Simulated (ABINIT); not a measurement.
Crystal: AgCl (Chlorargyrite).

```
CELL_PARAMETERS angstrom
0.00000 2.73500 2.73500
2.73500 0.00000 2.73500
2.73500 2.73500 0.00000
ATOMIC_POSITIONS crystal
Ag 0.00000 0.00000 0.00000
Cl 0.50000 0.50000 0.50000
```

Base run:

| Property | Result |
| --- | --- |
| Program | ABINIT 10.8.3 (patched build) |
| Functional | PBE0 |
| Potentials or basis | SPMS NC PBE v1.0 |
| Cutoff | 599 eV |
| k mesh | 6 × 6 × 6 |
| Occupations | fermi-dirac, width 0.05 eV |
| Spin | no spin polarisation |

Its results: band gap on the k mesh 3.06 eV, indirect (least direct gap 5.55 eV).

Problem. The run is repeated on the same cell with these changes: share of exact exchange from 0.25 to 0.15. What comes out?

Solution. Band gap on the k mesh 2.19 eV, indirect (least direct gap 4.68 eV).

Caveats: exact exchange is summed on a coarse mesh, which widens gaps by tenths of an eV.

A k mesh can miss the band edges.
